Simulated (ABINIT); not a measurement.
Runs of ABINIT 10.8.3 (patched build) on Sn. It takes space group Im-3m (No. 229, cubic). The conventional cell has a = 3.789 Å, b = 3.789 Å, c = 3.789 Å, α = 90.00°, β = 90.00°, γ = 90.00°. Sn (site symmetry m-3m) has 8 Sn at 3.28 Å as nearest neighbours. This isn't the form of Sn at room conditions, which is tetragonal (white tin).

| task | level | potentials or basis | cell | k mesh | cutoff (eV) | smearing | bands in the sums | broadening (eV) | scissor shift (eV) | tensor components | cell freedom (optcell) | gap on the mesh (eV) | pressure (GPa) | relaxed volume (Å³/atom) |
| --- | --- | --- | --- | --- | --- | --- | --- | --- | --- | --- | --- | --- | --- | --- |
| optical spectrum | PBEsol | PseudoDojo NC SR PBEsol v0.4.1 standard | as given | 12 × 12 × 12, with 2 shifts | 871 | fermi-dirac 0.136 eV | 19 | 0.1 | 0 | [11] | - | - | (a) | - |
| single point | PBEsol | PseudoDojo NC SR PBEsol v0.4.1 standard | as given | 8 × 8 × 8 | 871 | fermi-dirac 0.05 eV | - | - | - | - | - | none | -2.9 | - |
| relaxation of cell and atoms | LDA | PseudoDojo NC SR LDA v0.4.1 standard | relaxed | 8 × 8 × 8 | 980 | fermi-dirac 0.05 eV | - | - | - | - | 2 | none | 0.0 | 25.56 |
| relaxation of cell and atoms | PBEsol | PseudoDojo NC SR PBEsol v0.4.1 standard | relaxed | 8 × 8 × 8 | 980 | fermi-dirac 0.05 eV | - | - | - | - | 2 | none | 0.0 | 26.27 |

Alike in all rows: no spin polarisation.

Task: Fill in the values left out.

Result: (a) -3.3.

Caveats: the intraband (Drude) term is left out (some runs); spectra need much finer meshes, so this one isn't converged (some runs).

A k mesh can miss the band edges, and the runs leave out spin-orbit coupling on Sn.

A gap of «none» marks a metal or a gap under the smearing width.

Not every run made on this cell is shown here.
